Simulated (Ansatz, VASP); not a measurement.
## One calculation of W, two programs

Contents of INCAR:

```
SYSTEM = W
PREC = Accurate ; ENCUT = 520
EDIFF = 1E-6 ; ISMEAR = -1
SIGMA = 0.1 ; LREAL = .False.
LASPH = .True. ; NELM = 100
ALGO = Normal ; ISIF = 2
LWAVE = .False. ; LCHARG = .False.
GGA = CA ; NBANDS = 13
```

Contents of KPOINTS:

```
Automatic mesh
0
Gamma
  15 15 15
  0 0 0
```

The input POSCAR:

```
W
1.0
    0.0000000000      1.9602495835      1.9602495835
    1.9602495835      0.0000000000      1.9602495835
    1.9602495835      1.9602495835      0.0000000000
W
1
Direct
    0.0000000000      0.0000000000      0.0000000000
```

Input for Ansatz:

```yaml
crystal:
  lattice:
    - [0.0, 1.9602495835, 1.9602495835]
    - [1.9602495835, 0.0, 1.9602495835]
    - [1.9602495835, 1.9602495835, 0.0]
  atoms:
    - { symbol: W, position: [0.0, 0.0, 0.0] }
hamiltonian:
  xc: lda
  pseudopotentials:
    kind: paw
    azcp:
      W: "pseudopotentials/W.paw.azcp"
basis:
  ecutwfc: 420
  fft_grid_basis: typed
kpoints:
  mp_grid: { grid: [15, 15, 15], shift: [0, 0, 0] }
magnetization:
  spin_polarized: false
scf:
  occupations: { method: fermi_dirac, width: 0.1 }
  lower_state_search: "off"
output:
  stress: true
  write_density: true
  write_potential: true
  elf: true
  volumetric_format: npy
```

Alike in both runs: task single point; functional LDA; k mesh 15 × 15 × 15; occupations fermi-dirac, width 0.1 eV; no spin polarisation.

```csv
,VASP,Ansatz
version,VASP 6.6.1,Ansatz 0.2.0
potentials or method,"VASP PAW LDA potentials, release 64 (W_sv)","plane waves (420 eV) with PAW, scalar-relativistic"
plane-wave cutoff (eV),520,420
valence electrons in the cell,14,14
```

```tsv
	VASP	Ansatz	Ansatz less VASP
pressure (GPa)	15.5	13.3	-2.20
```

Ansatz warned: «pseudo_functional_mismatch».

Caveats: so large a pressure means that the cell lies far from this level's equilibrium, or that cutoff or potentials fall short (VASP). The runs have no spin-orbit coupling, so splittings on W are missing.
